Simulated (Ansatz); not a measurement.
Take a crystal in which Hg has been replaced by Cd on all its sites, with the cell rescaled by a rough guess (in some cases also distorted within its space group) and nothing relaxed:

```
Cd
1.0
     3.65034    0.00000    0.00000
    -1.82517    3.16128    0.00000
     0.00000    0.00000   11.55712
Cd
4
Cartesian
  0.0000 0.0000 0.0000
  0.0000 2.1075 2.8893
  0.0000 0.0000 5.7786
  1.8252 1.0538 8.6678
```

Computed with DFT PBEsol, scalar-relativistic, plane waves, PAW in Ansatz 0.2.0.

Settings: cutoff 420 eV, Γ-centred mesh 15×15×4 on the computed 4-atom cell, Gaussian smearing of 0.10 eV; no spin polarisation.

Will this cell want to expand or contract, and how hard?

The pressure is -5.9 GPa (positive in compression), so the cell would contract.

Is it a metal on this mesh?

Yes, a band crosses the Fermi level.